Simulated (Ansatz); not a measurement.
The system is I.

```xyz
4
Lattice="3.6350 -2.3950 0.0000 3.6350 2.3950 0.0000 0.0000 0.0000 9.7934" Properties=species:S:1:pos:R:3 pbc="T T T"
I     3.6350   -0.7152    3.7646
I     3.6350    1.6799    1.1321
I     3.6350    0.7152    6.0288
I     3.6350   -1.6799    8.6613
```

- Program: Ansatz 0.2.0
- Task: relaxation of cell and atoms
- Functional: revPBE
- Dispersion: D4
- Potentials or basis: Ansatz PAW
- Cutoff: 420 eV (not typed: the program's choice for these potentials)
- k mesh: 7 × 7 × 3
- Occupations: fermi-dirac, width 0.05 eV
- Spin: no spin polarisation

At the start: volume 42.63 Å³/atom.

Question: Where does the relaxation end?

Answer: It ends after 7 steps and the volume is 38.61 Å³/atom (-9.4 %); space group Cmce (No. 64, to 0.05 Å).

Step by step:
```tsv
step	energy change (eV)	largest force (eV/Å)	volume (Å³)
1	0.0000	0.8818	170.52
2	-0.0798	0.4197	153.62
3	-0.1355	0.2388	158.56
4	-0.1786	0.0173	155.45
5	-0.1808	0.0268	154.17
6	-0.1811	0.0041	154.46
7	-0.1796	0.0040	154.46
```

Final structure:
```
I
1.0
     3.57196   -2.24630    0.00000
     3.57196    2.24630    0.00000
     0.00000    0.00000    9.62512
I
4
Direct
  0.67209 0.32791 0.37768
  0.17209 0.82791 0.12232
  0.32791 0.67209 0.62232
  0.82791 0.17209 0.87768
```

Caveat: the plane-wave basis is chosen anew once the cell has moved, so the energies of steps on either side of that aren't comparable; the PAW data sets come from PBE, with cores solved anew for the run's functional, which leaves a small shift of forces and pressure.
